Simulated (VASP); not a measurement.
Input of a VASP 6.6.1 run:

INCAR

```
PREC = Accurate
ENCUT = 520
EDIFF = 1E-7
ISMEAR = 0
SIGMA = 0.022
LREAL = F
LASPH = T
NELM = 100
ALGO = Normal
ISIF = 2
LWAVE = F
LCHARG = F
ISPIN = 2
MAGMOM = 1 0
LORBIT = 11
LMAXMIX = 4
GGA = PE
NBANDS = 19
```

File KPOINTS:

```
regular mesh
0
Gamma
  11 11 11
```

POSCAR

```
NiO
1.0
    0.0000000000      2.0859016414      2.0859016414
    2.0859016414      0.0000000000      2.0859016414
    2.0859016414      2.0859016414      0.0000000000
Ni O
1 1
Direct
    0.0000000000      0.0000000000      0.0000000000
    0.5000000000      0.5000000000      0.5000000000
```

Potentials or basis: VASP PAW PBE potentials, release 64 (Ni, O).

Command:

```sh
$ cat potpaw_PBE.64/Ni/POTCAR potpaw_PBE.64/O/POTCAR > POTCAR
$ mpirun -np 1 vasp_std > vasp.out
```

Task: Estimate the site moments.

Result: Ni +1.45; O +0.27 μB.

Task: What does it give for the pressure?

Result: 6.0 GPa.

Task: Predict the net moment.

Result: 1.77 μB per cell.

Task: Predict the band gap on the k mesh.

Result: None (metal or under the smearing width).

Caveat: a cell with one magnetic atom can't hold antiferromagnetic order, which such compounds often take; semilocal functionals often make such compounds metallic where correlation or magnetic order opens a gap, which also shifts bond lengths.

The gap isn't set beside the measured one, since this odd mesh misses points on the zone boundary.
